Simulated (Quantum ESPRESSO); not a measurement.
The system is Te2Mo.

```xyz
6
Lattice="3.5182 0.0000 0.0000 -1.7591 3.0469 0.0000 0.0000 0.0000 13.9736" Properties=species:S:1:pos:R:3 pbc="T T T"
Te    1.7591    1.0156    5.2960
Te    0.0000    2.0312   12.2828
Te    1.7591    1.0156    1.6908
Te    0.0000    2.0312    8.6776
Mo    1.7591    1.0156   10.4802
Mo    0.0000    2.0312    3.4934
```

Base run:

| Quantity | Value |
| --- | --- |
| Program | Quantum ESPRESSO 7.5 |
| Functional | PBEsol |
| Potentials or basis | GBRV 1.5 PBEsol |
| Cutoff | 612 eV |
| Density cutoff | 4898 eV |
| k mesh | 9 × 9 × 2 |
| Occupations | fermi-dirac, width 0.05 eV |
| Spin | no spin polarisation |

Its results: band gap on the k mesh 0.70 eV, indirect (least direct gap 1.03 eV); pressure -0.3 GPa; largest force 0.040 eV/Å.

Q: The run is repeated on the same cell with these changes: functional from PBEsol to r2SCAN; potentials or basis from GBRV 1.5 PBEsol to SG15 PBE 1.2; cutoff from 612 eV to 952 eV; density cutoff from 4898 eV to 3810 eV; valence electrons from 52 to 92. What comes out?

A: Band gap on the k mesh 0.93 eV, indirect (least direct gap 1.14 eV); pressure 1.4 GPa; largest force 0.249 eV/Å.

Caveats: spin-orbit coupling is left out, which moves the levels of the heavy elements; this functional lacks dispersion, which binds the layers, so the pressure and a relaxed spacing across them are unreliable (some runs); the potentials were made for another functional, which shifts forces and pressure (some runs).

A k mesh can miss the band edges.
